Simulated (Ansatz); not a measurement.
**generalised stacking fault on (111) (glide set) of a GaP-AlP solid solution (72 atoms): close-ups with forces and charges**

The cell holds 72 atoms: 18 Al, 36 P and 18 Ga. Cell: a = 6.683 Å, b = 11.576 Å, c = 19.136 Å, α = 90.0°, β = 86.7°, γ = 90.0°. It derives from GaP and AlP. Zinc-blende GaP lattice (a = 5.4569 Å, the value set for the mixture), cell with z along [111], 1 x 3 x 2 periods; the third cell vector is tilted by 0.167 of 1/2[11-2] and lengthened by 0.2 Å, so the cell holds one fault (glide set); displaced by a Gaussian of 0.01 Å; 18 of 36 Ga sites given to Al at random (lattice constant by Vegard's rule between GaP and AlP).

Computed with Ansatz 0.2.0: Kohn-Sham DFT, revPBE, PAW (set soft_2), plane waves; cutoff 420 eV, k-mesh 5×3×2, gaussian smearing of 0.025 eV. Geometry: the geometry as built.

The whole cell was solved; only parts of it are printed.

A closer look about P70, which has 3 bonded neighbours where the commonest count for P is 4: 46 atoms, nearest first, numbered in the order of the input, with positions taken from that point.

| atom | x | y | z | distance (Å) | bonds | Löwdin charge (e) | Fx | Fy | Fz (eV/Å) |
| --- | --- | --- | --- | --- | --- | --- | --- | --- | --- |
| P70 | 0.00 | 0.00 | 0.00 | 0.00 | 3 | -0.23 | 0.04 | 0.38 | -1.44 |
| Al15 | 0.01 | -1.93 | 0.96 | 2.15 | 3 | 0.48 | 0.00 | -0.16 | 1.31 |
| Ga37 | 0.01 | 1.94 | 0.96 | 2.17 | 3 | 0.15 | 0.00 | -0.03 | 1.18 |
| Ga69 | 0.01 | 0.01 | -2.39 | 2.39 | 4 | 0.09 | -0.11 | -0.02 | 0.23 |
| Al11 | 3.34 | 0.01 | 0.93 | 3.47 | 3 | 0.48 | -0.04 | -0.13 | 1.15 |
| Al11 | -3.34 | 0.01 | 0.93 | 3.47 | 3 | 0.48 | -0.04 | -0.13 | 1.15 |
| P16 | 0.00 | -1.93 | 3.31 | 3.83 | 4 | -0.10 | 0.07 | 0.09 | -0.09 |
| P54 | -3.32 | -1.94 | -0.04 | 3.84 | 3 | -0.35 | 0.06 | 0.16 | -0.97 |
| P56 | 0.00 | -3.84 | -0.05 | 3.84 | 3 | -0.31 | 0.05 | -0.22 | -1.17 |
| P38 | 0.01 | 1.95 | 3.31 | 3.84 | 4 | -0.19 | -0.20 | -0.15 | -0.06 |
| P68 | -3.33 | 1.94 | -0.05 | 3.86 | 3 | -0.22 | 0.06 | -0.01 | -1.13 |
| P72 | 0.00 | 3.86 | -0.03 | 3.86 | 3 | -0.18 | 0.05 | 0.17 | -1.60 |
| P52 | 1.13 | -1.92 | -3.16 | 3.87 | 4 | -0.18 | -0.25 | 0.05 | -0.48 |
| P68 | 3.35 | 1.94 | -0.05 | 3.87 | 3 | -0.22 | 0.06 | -0.01 | -1.13 |
| P54 | 3.37 | -1.94 | -0.04 | 3.88 | 3 | -0.35 | 0.06 | 0.16 | -0.97 |
| P66 | 1.11 | 1.93 | -3.19 | 3.89 | 4 | -0.10 | 0.11 | 0.10 | -0.13 |
| P48 | -2.23 | 0.01 | -3.19 | 3.89 | 4 | -0.10 | 0.07 | -0.19 | 0.14 |
| Ga13 | -1.12 | 0.00 | 4.10 | 4.25 | 4 | 0.08 | 0.18 | 0.10 | -0.14 |
| Al55 | 0.00 | -3.84 | -2.40 | 4.53 | 4 | 0.42 | 0.05 | -0.20 | 0.09 |
| Ga67 | -3.33 | 1.93 | -2.41 | 4.54 | 4 | 0.09 | -0.11 | 0.16 | 0.08 |
| Ga53 | 3.34 | -1.94 | -2.39 | 4.54 | 4 | 0.09 | 0.12 | 0.34 | 0.17 |
| Ga53 | -3.34 | -1.94 | -2.39 | 4.55 | 4 | 0.09 | 0.12 | 0.34 | 0.17 |
| Ga67 | 3.35 | 1.93 | -2.41 | 4.56 | 4 | 0.09 | -0.11 | 0.16 | 0.08 |
| Al71 | 0.02 | 3.89 | -2.42 | 4.58 | 4 | 0.41 | -0.26 | -0.21 | 0.45 |
| P12 | -3.34 | 0.01 | 3.31 | 4.70 | 4 | -0.18 | -0.14 | 0.05 | -0.26 |
| P12 | 3.35 | 0.01 | 3.31 | 4.70 | 4 | -0.18 | -0.14 | 0.05 | -0.26 |
| Al39 | 2.22 | 1.94 | 4.08 | 5.03 | 4 | 0.41 | 0.21 | -0.06 | 0.25 |
| Ga17 | 2.23 | -1.92 | 4.09 | 5.04 | 4 | 0.08 | 0.06 | -0.07 | 0.11 |
| Ga33 | -3.34 | 3.86 | 0.95 | 5.19 | 3 | 0.16 | -0.02 | 0.05 | 1.10 |
| Ga33 | 3.35 | 3.86 | 0.95 | 5.19 | 3 | 0.16 | -0.02 | 0.05 | 1.10 |
| Al1 | -3.34 | -3.87 | 0.93 | 5.20 | 3 | 0.48 | -0.01 | 0.31 | 1.37 |
| Al1 | 3.35 | -3.87 | 0.93 | 5.20 | 3 | 0.48 | -0.01 | 0.31 | 1.37 |
| P26 | -2.23 | -3.83 | -3.18 | 5.46 | 4 | -0.18 | 0.18 | -0.26 | -0.27 |
| P48 | 4.45 | 0.01 | -3.19 | 5.48 | 4 | -0.10 | 0.07 | -0.19 | 0.14 |
| P62 | -2.24 | 3.89 | -3.20 | 5.51 | 4 | -0.09 | 0.28 | -0.24 | 0.09 |
| Ga3 | -1.12 | -3.84 | 4.10 | 5.73 | 4 | 0.07 | 0.16 | -0.03 | 0.16 |
| Al35 | -1.10 | 3.88 | 4.10 | 5.75 | 4 | 0.41 | -0.15 | -0.14 | 0.12 |
| Ga5 | 0.01 | -5.77 | 0.94 | 5.84 | 3 | 0.15 | -0.02 | -0.11 | 1.33 |
| Ga5 | 0.01 | 5.81 | 0.94 | 5.88 | 3 | 0.15 | -0.02 | -0.11 | 1.33 |
| Al47 | -2.23 | 0.00 | -5.54 | 5.97 | 4 | 0.40 | 0.06 | 0.10 | -0.06 |
| Al51 | 1.12 | -1.90 | -5.57 | 5.99 | 4 | 0.41 | 0.01 | -0.19 | 0.44 |
| Ga65 | 1.13 | 1.93 | -5.59 | 6.02 | 4 | 0.07 | -0.15 | 0.12 | 0.40 |
| P2 | -3.31 | -3.85 | 3.30 | 6.06 | 4 | -0.18 | -0.37 | -0.05 | -0.19 |
| P34 | -3.34 | 3.86 | 3.31 | 6.08 | 4 | -0.27 | 0.00 | 0.10 | -0.10 |
| P34 | 3.35 | 3.86 | 3.31 | 6.09 | 4 | -0.27 | 0.00 | 0.10 | -0.10 |
| P2 | 3.37 | -3.85 | 3.30 | 6.09 | 4 | -0.18 | -0.37 | -0.05 | -0.19 |

The column of bonds counts only the pairs P-Al within 2.77 Å, P-Ga within 2.77 Å; other neighbours, such as metal atoms beside each other in a compound, aren't counted, and periodic images can show an atom twice.

Local excerpt of 35 atoms (numbers count through the whole input) about P72, which bears the longest force; x, y, z are measured from there.

| atom | x | y | z | distance (Å) | bonds | Löwdin charge (e) | Fx | Fy | Fz (eV/Å) |
| --- | --- | --- | --- | --- | --- | --- | --- | --- | --- |
| P72 | 0.00 | 0.00 | 0.00 | 0.00 | 3 | -0.18 | 0.05 | 0.17 | -1.60 |
| Ga37 | 0.00 | -1.92 | 0.98 | 2.16 | 3 | 0.15 | 0.00 | -0.03 | 1.18 |
| Ga5 | 0.01 | 1.94 | 0.97 | 2.17 | 3 | 0.15 | -0.02 | -0.11 | 1.33 |
| Al71 | 0.02 | 0.02 | -2.40 | 2.40 | 4 | 0.41 | -0.26 | -0.21 | 0.45 |
| Ga33 | -3.34 | -0.01 | 0.98 | 3.48 | 3 | 0.16 | -0.02 | 0.05 | 1.10 |
| Ga33 | 3.34 | -0.01 | 0.98 | 3.48 | 3 | 0.16 | -0.02 | 0.05 | 1.10 |
| P38 | 0.01 | -1.91 | 3.34 | 3.85 | 4 | -0.19 | -0.20 | -0.15 | -0.06 |
| P68 | -3.33 | -1.92 | -0.03 | 3.85 | 3 | -0.22 | 0.06 | -0.01 | -1.13 |
| P32 | -3.34 | 1.92 | -0.01 | 3.85 | 3 | -0.22 | 0.03 | -0.37 | -1.31 |
| P32 | 3.35 | 1.92 | -0.01 | 3.86 | 3 | -0.22 | 0.03 | -0.37 | -1.31 |
| P68 | 3.35 | -1.92 | -0.03 | 3.86 | 3 | -0.22 | 0.06 | -0.01 | -1.13 |
| P70 | 0.00 | -3.86 | 0.03 | 3.86 | 3 | -0.23 | 0.04 | 0.38 | -1.44 |
| P66 | 1.10 | -1.93 | -3.17 | 3.87 | 4 | -0.10 | 0.11 | 0.10 | -0.13 |
| P56 | 0.00 | 3.87 | -0.02 | 3.87 | 3 | -0.31 | 0.05 | -0.22 | -1.17 |
| P6 | -0.02 | 1.93 | 3.36 | 3.87 | 4 | -0.19 | 0.36 | 0.12 | -0.36 |
| P62 | -2.24 | 0.03 | -3.17 | 3.88 | 4 | -0.09 | 0.28 | -0.24 | 0.09 |
| P30 | 1.12 | 1.93 | -3.18 | 3.88 | 4 | -0.27 | -0.02 | 0.31 | 0.10 |
| Al35 | -1.10 | 0.01 | 4.12 | 4.27 | 4 | 0.41 | -0.15 | -0.14 | 0.12 |
| Ga69 | 0.01 | -3.85 | -2.36 | 4.52 | 4 | 0.09 | -0.11 | -0.02 | 0.23 |
| Ga31 | -3.33 | 1.94 | -2.37 | 4.52 | 4 | 0.09 | -0.13 | 0.07 | 0.18 |
| Ga67 | -3.33 | -1.93 | -2.38 | 4.53 | 4 | 0.09 | -0.11 | 0.16 | 0.08 |
| Ga67 | 3.35 | -1.93 | -2.38 | 4.54 | 4 | 0.09 | -0.11 | 0.16 | 0.08 |
| Ga31 | 3.35 | 1.94 | -2.37 | 4.54 | 4 | 0.09 | -0.13 | 0.07 | 0.18 |
| Al55 | -0.01 | 3.87 | -2.37 | 4.54 | 4 | 0.42 | 0.05 | -0.20 | 0.09 |
| P34 | -3.34 | -0.01 | 3.34 | 4.72 | 4 | -0.27 | 0.00 | 0.10 | -0.10 |
| P34 | 3.34 | -0.01 | 3.34 | 4.73 | 4 | -0.27 | 0.00 | 0.10 | -0.10 |
| Al39 | 2.21 | -1.93 | 4.11 | 5.05 | 4 | 0.41 | 0.21 | -0.06 | 0.25 |
| Al7 | 2.24 | 1.94 | 4.12 | 5.07 | 4 | 0.41 | -0.06 | 0.02 | -0.07 |
| Al1 | -3.34 | 3.84 | 0.96 | 5.18 | 3 | 0.48 | -0.01 | 0.31 | 1.37 |
| Al1 | 3.34 | 3.84 | 0.96 | 5.18 | 3 | 0.48 | -0.01 | 0.31 | 1.37 |
| Al11 | 3.34 | -3.85 | 0.96 | 5.19 | 3 | 0.48 | -0.04 | -0.13 | 1.15 |
| Al11 | -3.34 | -3.85 | 0.96 | 5.19 | 3 | 0.48 | -0.04 | -0.13 | 1.15 |
| P62 | 4.44 | 0.03 | -3.17 | 5.46 | 4 | -0.09 | 0.28 | -0.24 | 0.09 |
| P48 | -2.23 | -3.85 | -3.17 | 5.46 | 4 | -0.10 | 0.07 | -0.19 | 0.14 |
| P26 | -2.24 | 3.88 | -3.16 | 5.48 | 4 | -0.18 | 0.18 | -0.26 | -0.27 |

The column of bonds counts only the pairs P-Al within 2.77 Å, P-Ga within 2.77 Å; other neighbours, such as metal atoms beside each other in a compound, aren't counted, and periodic images can show an atom twice.

The surroundings of P50, whose charge lies farthest from its element's mean, nearest first, numbered as they follow in the input and with coordinates relative to it.

| atom | x | y | z | distance (Å) | bonds | Löwdin charge (e) | Fx | Fy | Fz (eV/Å) |
| --- | --- | --- | --- | --- | --- | --- | --- | --- | --- |
| P50 | 0.00 | 0.00 | 0.00 | 0.00 | 4 | -0.35 | -0.08 | 0.05 | -0.28 |
| Al51 | 2.22 | 0.03 | 0.76 | 2.35 | 4 | 0.41 | 0.01 | -0.19 | 0.44 |
| Al25 | -1.11 | -1.93 | 0.76 | 2.36 | 4 | 0.41 | -0.22 | 0.07 | 0.18 |
| Al47 | -1.12 | 1.92 | 0.78 | 2.36 | 4 | 0.40 | 0.06 | 0.10 | -0.06 |
| Al49 | -0.01 | 0.01 | -2.39 | 2.39 | 4 | 0.40 | 0.11 | -0.18 | 0.20 |
| P24 | 3.33 | -1.92 | -0.02 | 3.84 | 4 | -0.27 | 0.10 | 0.04 | 0.05 |
| P26 | -1.13 | -1.91 | 3.14 | 3.84 | 4 | -0.18 | 0.18 | -0.26 | -0.27 |
| P28 | -0.02 | -3.85 | -0.04 | 3.85 | 4 | -0.18 | 0.16 | -0.18 | 0.27 |
| P48 | -1.13 | 1.94 | 3.13 | 3.85 | 4 | -0.10 | 0.07 | -0.19 | 0.14 |
| P44 | 1.11 | 1.93 | -3.14 | 3.85 | 4 | -0.19 | -0.08 | 0.09 | -0.37 |
| P46 | 3.34 | 1.94 | -0.02 | 3.86 | 4 | -0.26 | 0.18 | -0.08 | -0.10 |
| P64 | 0.00 | 3.86 | -0.02 | 3.86 | 4 | -0.09 | -0.18 | -0.06 | 0.05 |
| P24 | -3.36 | -1.92 | -0.02 | 3.86 | 4 | -0.27 | 0.10 | 0.04 | 0.05 |
| P46 | -3.35 | 1.94 | -0.02 | 3.87 | 4 | -0.26 | 0.18 | -0.08 | -0.10 |
| P52 | 2.23 | 0.00 | 3.17 | 3.88 | 4 | -0.18 | -0.25 | 0.05 | -0.48 |
| P20 | -2.22 | 0.01 | -3.18 | 3.88 | 4 | -0.27 | -0.25 | 0.03 | 0.05 |
| P22 | 1.11 | -1.93 | -3.19 | 3.89 | 4 | -0.09 | -0.15 | 0.13 | 0.09 |
| Al55 | 1.10 | -1.91 | 3.92 | 4.50 | 4 | 0.42 | 0.05 | -0.20 | 0.09 |
| Al29 | 2.22 | -3.85 | 0.76 | 4.52 | 4 | 0.41 | -0.19 | 0.11 | -0.02 |
| Ga65 | 2.23 | 3.86 | 0.74 | 4.52 | 4 | 0.07 | -0.15 | 0.12 | 0.40 |
| Ga23 | 3.32 | -1.92 | -2.39 | 4.52 | 4 | 0.07 | 0.19 | -0.06 | -0.02 |
| Al45 | 3.33 | 1.94 | -2.37 | 4.52 | 4 | 0.41 | 0.20 | -0.05 | -0.11 |
| Al51 | -4.46 | 0.03 | 0.76 | 4.52 | 4 | 0.41 | 0.01 | -0.19 | 0.44 |
| Ga53 | -2.24 | -0.02 | 3.93 | 4.53 | 4 | 0.09 | 0.12 | 0.34 | 0.17 |
| Ga69 | 1.12 | 1.94 | 3.94 | 4.53 | 4 | 0.09 | -0.11 | -0.02 | 0.23 |
| Ga27 | -0.01 | -3.86 | -2.38 | 4.54 | 4 | 0.07 | -0.02 | 0.16 | -0.11 |
| Al45 | -3.36 | 1.94 | -2.37 | 4.54 | 4 | 0.41 | 0.20 | -0.05 | -0.11 |
| Ga63 | -0.02 | 3.87 | -2.37 | 4.54 | 4 | 0.07 | 0.22 | 0.01 | 0.03 |
| Ga23 | -3.36 | -1.92 | -2.39 | 4.55 | 4 | 0.07 | 0.19 | -0.06 | -0.02 |
| P30 | 2.22 | -3.86 | 3.12 | 5.43 | 4 | -0.27 | -0.02 | 0.31 | 0.10 |
| P66 | 2.21 | 3.86 | 3.13 | 5.44 | 4 | -0.10 | 0.11 | 0.10 | -0.13 |
| P52 | -4.45 | 0.00 | 3.17 | 5.46 | 4 | -0.18 | -0.25 | 0.05 | -0.48 |
| P10 | -2.23 | -3.87 | -3.15 | 5.47 | 4 | -0.10 | -0.12 | 0.16 | -0.12 |
| P42 | -2.23 | 3.87 | -3.16 | 5.47 | 4 | -0.26 | -0.19 | -0.13 | -0.08 |
| P20 | 4.47 | 0.01 | -3.18 | 5.49 | 4 | -0.27 | -0.25 | 0.03 | 0.05 |
| Ga31 | -2.23 | -3.85 | 3.93 | 5.93 | 4 | 0.09 | -0.13 | 0.07 | 0.18 |
| Ga53 | 4.44 | -0.02 | 3.93 | 5.93 | 4 | 0.09 | 0.12 | 0.34 | 0.17 |
| Ga67 | -2.23 | 3.86 | 3.92 | 5.93 | 4 | 0.09 | -0.11 | 0.16 | 0.08 |
| Al47 | 5.56 | 1.92 | 0.78 | 5.94 | 4 | 0.40 | 0.06 | 0.10 | -0.06 |
| Ga65 | -4.45 | 3.86 | 0.74 | 5.94 | 4 | 0.07 | -0.15 | 0.12 | 0.40 |
| Al29 | -4.46 | -3.85 | 0.76 | 5.94 | 4 | 0.41 | -0.19 | 0.11 | -0.02 |
| Ga61 | -1.13 | 5.79 | 0.78 | 5.95 | 4 | 0.07 | 0.09 | 0.08 | -0.10 |
| Al25 | 5.57 | -1.93 | 0.76 | 5.95 | 4 | 0.41 | -0.22 | 0.07 | 0.18 |
| Ga61 | -1.13 | -5.79 | 0.78 | 5.95 | 4 | 0.07 | 0.09 | 0.08 | -0.10 |
| Al19 | -2.24 | 0.01 | -5.54 | 5.98 | 4 | 0.40 | 0.06 | 0.01 | 0.12 |
| Ga21 | 1.11 | -1.94 | -5.54 | 5.98 | 4 | 0.07 | 0.04 | 0.15 | 0.13 |

The column of bonds counts only the pairs P-Al within 2.77 Å, P-Ga within 2.77 Å; other neighbours, such as metal atoms beside each other in a compound, aren't counted, and periodic images can show an atom twice.

The surroundings of Ga5, picked at random, nearest first, numbered as they follow in the input and with coordinates relative to it.

| atom | x | y | z | distance (Å) | bonds | Löwdin charge (e) | Fx | Fy | Fz (eV/Å) |
| --- | --- | --- | --- | --- | --- | --- | --- | --- | --- |
| Ga5 | 0.00 | 0.00 | 0.00 | 0.00 | 3 | 0.15 | -0.02 | -0.11 | 1.33 |
| P56 | -0.01 | 1.93 | -0.99 | 2.17 | 3 | -0.31 | 0.05 | -0.22 | -1.17 |
| P72 | -0.01 | -1.94 | -0.97 | 2.17 | 3 | -0.18 | 0.05 | 0.17 | -1.60 |
| P6 | -0.03 | -0.01 | 2.39 | 2.39 | 4 | -0.19 | 0.36 | 0.12 | -0.36 |
| P32 | 3.34 | -0.02 | -0.97 | 3.48 | 3 | -0.22 | 0.03 | -0.37 | -1.31 |
| P32 | -3.34 | -0.02 | -0.97 | 3.48 | 3 | -0.22 | 0.03 | -0.37 | -1.31 |
| Al1 | 3.33 | 1.90 | -0.01 | 3.84 | 3 | 0.48 | -0.01 | 0.31 | 1.37 |
| Al15 | 0.00 | 3.84 | 0.02 | 3.84 | 3 | 0.48 | 0.00 | -0.16 | 1.31 |
| Al1 | -3.35 | 1.90 | -0.01 | 3.85 | 3 | 0.48 | -0.01 | 0.31 | 1.37 |
| Al55 | -0.02 | 1.93 | -3.34 | 3.86 | 4 | 0.42 | 0.05 | -0.20 | 0.09 |
| Al7 | 2.23 | -0.01 | 3.15 | 3.86 | 4 | 0.41 | -0.06 | 0.02 | -0.07 |
| Ga33 | 3.33 | -1.95 | 0.01 | 3.86 | 3 | 0.16 | -0.02 | 0.05 | 1.10 |
| Ga37 | -0.01 | -3.86 | 0.02 | 3.86 | 3 | 0.15 | 0.00 | -0.03 | 1.18 |
| Al35 | -1.11 | -1.93 | 3.16 | 3.87 | 4 | 0.41 | -0.15 | -0.14 | 0.12 |
| Ga3 | -1.13 | 1.92 | 3.16 | 3.87 | 4 | 0.07 | 0.16 | -0.03 | 0.16 |
| Al71 | 0.01 | -1.92 | -3.36 | 3.87 | 4 | 0.41 | -0.26 | -0.21 | 0.45 |
| Ga33 | -3.35 | -1.95 | 0.01 | 3.88 | 3 | 0.16 | -0.02 | 0.05 | 1.10 |
| P30 | 1.11 | -0.01 | -4.15 | 4.29 | 4 | -0.27 | -0.02 | 0.31 | 0.10 |
| P2 | -3.33 | 1.92 | 2.36 | 4.51 | 4 | -0.18 | -0.37 | -0.05 | -0.19 |
| P16 | -0.02 | 3.84 | 2.37 | 4.51 | 4 | -0.10 | 0.07 | 0.09 | -0.09 |
| P38 | 0.00 | -3.86 | 2.37 | 4.53 | 4 | -0.19 | -0.20 | -0.15 | -0.06 |
| P2 | 3.36 | 1.92 | 2.36 | 4.53 | 4 | -0.18 | -0.37 | -0.05 | -0.19 |
| P34 | 3.33 | -1.95 | 2.37 | 4.54 | 4 | -0.27 | 0.00 | 0.10 | -0.10 |
| P34 | -3.35 | -1.95 | 2.37 | 4.55 | 4 | -0.27 | 0.00 | 0.10 | -0.10 |
| Ga31 | -3.34 | -0.01 | -3.34 | 4.72 | 4 | 0.09 | -0.13 | 0.07 | 0.18 |
| Ga31 | 3.34 | -0.01 | -3.34 | 4.72 | 4 | 0.09 | -0.13 | 0.07 | 0.18 |
| P26 | -2.25 | 1.94 | -4.12 | 5.08 | 4 | -0.18 | 0.18 | -0.26 | -0.27 |
| P62 | -2.25 | -1.92 | -4.13 | 5.08 | 4 | -0.09 | 0.28 | -0.24 | 0.09 |
| P54 | -3.33 | 3.83 | -0.98 | 5.17 | 3 | -0.35 | 0.06 | 0.16 | -0.97 |
| P54 | 3.36 | 3.83 | -0.98 | 5.19 | 3 | -0.35 | 0.06 | 0.16 | -0.97 |
| P68 | 3.34 | -3.87 | -0.99 | 5.20 | 3 | -0.22 | 0.06 | -0.01 | -1.13 |
| P68 | -3.34 | -3.87 | -0.99 | 5.21 | 3 | -0.22 | 0.06 | -0.01 | -1.13 |
| Ga17 | 2.22 | 3.85 | 3.15 | 5.45 | 4 | 0.08 | 0.06 | -0.07 | 0.11 |
| Al39 | 2.20 | -3.87 | 3.15 | 5.45 | 4 | 0.41 | 0.21 | -0.06 | 0.25 |
| Al7 | -4.46 | -0.01 | 3.15 | 5.46 | 4 | 0.41 | -0.06 | 0.02 | -0.07 |
| P52 | 1.12 | 3.84 | -4.10 | 5.73 | 4 | -0.18 | -0.25 | 0.05 | -0.48 |
| P66 | 1.09 | -3.87 | -4.13 | 5.77 | 4 | -0.10 | 0.11 | 0.10 | -0.13 |
| P70 | -0.01 | 5.77 | -0.94 | 5.84 | 3 | -0.23 | 0.04 | 0.38 | -1.44 |
| P70 | -0.01 | -5.81 | -0.94 | 5.88 | 3 | -0.23 | 0.04 | 0.38 | -1.44 |
| P8 | 2.22 | -0.01 | 5.52 | 5.94 | 4 | -0.18 | 0.00 | -0.30 | -0.09 |
| P4 | -1.10 | 1.94 | 5.53 | 5.96 | 4 | -0.10 | -0.28 | -0.22 | -0.08 |
| P36 | -1.13 | -1.94 | 5.53 | 5.97 | 4 | -0.27 | -0.03 | 0.01 | -0.24 |
| Ga53 | 3.33 | 3.83 | -3.33 | 6.07 | 4 | 0.09 | 0.12 | 0.34 | 0.17 |
| Ga53 | -3.35 | 3.83 | -3.33 | 6.08 | 4 | 0.09 | 0.12 | 0.34 | 0.17 |
| Ga67 | 3.34 | -3.87 | -3.35 | 6.11 | 4 | 0.09 | -0.11 | 0.16 | 0.08 |
| Ga67 | -3.34 | -3.87 | -3.35 | 6.11 | 4 | 0.09 | -0.11 | 0.16 | 0.08 |

The column of bonds counts only the pairs P-Al within 2.77 Å, P-Ga within 2.77 Å; other neighbours, such as metal atoms beside each other in a compound, aren't counted, and periodic images can show an atom twice.

Neighbours are counted within 2.77 Å (P-Al), 2.77 Å (P-Ga).

Length of the force by element and coordination:

| element | coordination | atoms | mean length of the force (eV/Å) | spread | least | most |
| --- | --- | --- | --- | --- | --- | --- |
| Al | all | 18 | 0.431 | 0.405 | 0.0972 | 1.41 |
| Al | 3 | 3 | 1.30 | 0.101 | 1.16 | 1.41 |
| Al | 4 | 15 | 0.258 | 0.123 | 0.0972 | 0.558 |
| Ga | all | 18 | 0.406 | 0.368 | 0.142 | 1.34 |
| Ga | 3 | 3 | 1.20 | 0.0982 | 1.10 | 1.34 |
| Ga | 4 | 15 | 0.246 | 0.087 | 0.142 | 0.442 |
| P | all | 36 | 0.457 | 0.395 | 0.117 | 1.61 |
| P | 3 | 6 | 1.29 | 0.215 | 0.984 | 1.61 |
| P | 4 | 30 | 0.289 | 0.101 | 0.117 | 0.545 |

Löwdin charges by element and coordination (they lack the spilled electrons, 0.030 e an atom on average):

| element | coordination | atoms | mean charge (e) | spread | least | most |
| --- | --- | --- | --- | --- | --- | --- |
| Al | all | 18 | 0.420 | 0.0278 | 0.403 | 0.484 |
| Al | 3 | 3 | 0.482 | 0.0028 | 0.478 | 0.484 |
| Al | 4 | 15 | 0.408 | 0.0048 | 0.403 | 0.420 |
| Ga | all | 18 | 0.0903 | 0.0296 | 0.0673 | 0.161 |
| Ga | 3 | 3 | 0.154 | 0.0045 | 0.149 | 0.161 |
| Ga | 4 | 15 | 0.0774 | 0.0076 | 0.0673 | 0.0897 |
| P | all | 36 | -0.196 | 0.074 | -0.353 | -0.0902 |
| P | 3 | 6 | -0.251 | 0.0592 | -0.350 | -0.180 |
| P | 4 | 30 | -0.184 | 0.0716 | -0.353 | -0.0902 |

 The Löwdin charges lack the electrons that the projection spills, 0.030 e an atom on average.

[Hosts, paths, dates, database ids (printed as entryN), source tags and the programs' standing remarks are cut or masked in the printed files.]
